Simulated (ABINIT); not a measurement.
## SnTe: single point with PBEsol

SnTe:

```
Te Sn
1.0
     0.00000    3.15085    3.15085
     3.15085    0.00000    3.15085
     3.15085    3.15085    0.00000
Te Sn
1 1
Direct
  0.50000 0.50000 0.50000
  0.00000 0.00000 0.00000
```

```json
{
 "Program": "ABINIT 10.8.3 (patched build)",
 "Task": "single point",
 "Functional": "PBEsol",
 "Potentials or basis": "PseudoDojo NC SR PBEsol v0.4.1 standard",
 "Cutoff": "925 eV",
 "k mesh": "5 × 5 × 5",
 "Occupations": "fermi-dirac, width 0.05 eV",
 "Spin": "no spin polarisation"
}
```

* Pressure: -0.7 GPa
* Valence electrons inside the program's atomic spheres: Te 11.91; Sn 10.51

Levels at points of the mesh, in eV from the Fermi level:
```tsv
k point	band 11	band 12	band 13	band 14	band 15	band 16	band 17	band 18	band 19
(0.00, 0.00, 0.00)	-12.91	-4.81	-2.21	-2.21	-2.21	3.28	3.28	3.28	4.66
```

Run time: 11 s on 4 MPI ranks on Arm Neoverse V1, on a shared host, peak memory 0.36 GiB a rank.

Caveat: the cutoff is short for stress, so the pressure is rough; this odd mesh misses L, where the gap lies, so gap, dielectric constants and Born charges aren't listed. Spin-orbit coupling is left out, which matters for the levels of Te.
